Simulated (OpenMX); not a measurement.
# GaN in OpenMX: the effect of dispersion

GaN:

```xyz
2
Lattice="2.9806 0.0000 0.0000 -1.4903 2.5813 0.0000 0.0000 0.0000 2.6834" Properties=species:S:1:pos:R:3 pbc="T T T"
Ga    1.4903    0.8604    1.3417
N     0.0000    0.0000    0.0000
```

The cell was built by a generator and needn't be a form met in nature.

Alike in all runs:

- Program: OpenMX 3.8.5
- Task: single point
- Functional: PBE
- Potentials or basis: OpenMX 2013 PBE set, Ga7.0-s3p2d2, N6.0-s2p2d1, grid cutoff 500 Ry
- k mesh: 7 × 7 × 7
- Occupations: fermi-dirac, width 0.05 eV
- Spin: no spin polarisation

```csv
dispersion,pressure (GPa)
none,?
D3,2.4
D3(BJ),1.1
D4,-0.6
```

**Question.** What does the run with dispersion none give?

**Answer.** Pressure 5.6 GPa.

Caveats: the basis of atomic orbitals isn't converged, which shifts pressures, moduli and gaps; pairwise dispersion overbinds metals, which lowers pressure and volume (some runs).
